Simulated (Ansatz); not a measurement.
Ideal-gas functions of CH4N2O (`NC(N)=O`) at 600 K and 1 bar, from an Ansatz frequency run at PBE0-D4/def2-TZVP.

Molar mass 60.06 g/mol, point group C2 (symmetry number 2), electronic degeneracy 1, moments of inertia 44.734, 48.292, 92.295 u Å². Harmonic wavenumbers (cm⁻¹, unscaled): 374, 439, 475, 539, 544, 582, 792, 973, 1049, 1180, 1434, 1629, 1633, 1825, 3604, 3609, 3723, 3723.

Use S(trans) = R[1.5 ln M + 2.5 ln T − 1.1517]; rotational temperatures θ = 24.2544 K / I; S(rot) = R[ln(√π/σ · √(T³/θAθBθC)) + 1.5]; for each mode x = 1.438777 ν̃/T, S = R[x/(eˣ − 1) − ln(1 − e⁻ˣ)] and H = RT x/(eˣ − 1); 1 cm⁻¹ = 0.0119627 kJ/mol; R = 8.31446 J/(mol·K).

Task: By hand: the entropy, in J/(mol·K).

Result: Translation 174.5. Rotation: θ = 0.5422, 0.5022, 0.2628 K, giving 102.2. Vibration, mode by mode: 9.49, 8.26, 7.67, 6.74, 6.67, 6.19, 4.13, 2.93, 2.54, 1.98, 1.22, 0.84, 0.83, 0.57, 0.01, 0.01, 0.01, 0.01, in all 60.1. Electronic 0.0. Sum 336.8 J/(mol·K).

Task: By hand: H − E and G − E in kJ/mol, counted from the electronic energy.

Result: Zero-point energy ½ × 28127 × 0.0119627 = 168.2; thermal vibration 22.3; translation, rotation and pV give 4 RT = 20.0. H − E = 210.5 kJ/mol, and G − E = 210.5 − 600 × 336.8/1000 = 8.4 kJ/mol.

Vibration gives 18 % of the entropy. The sum counts one conformer and one mirror image; others add a mixing term.
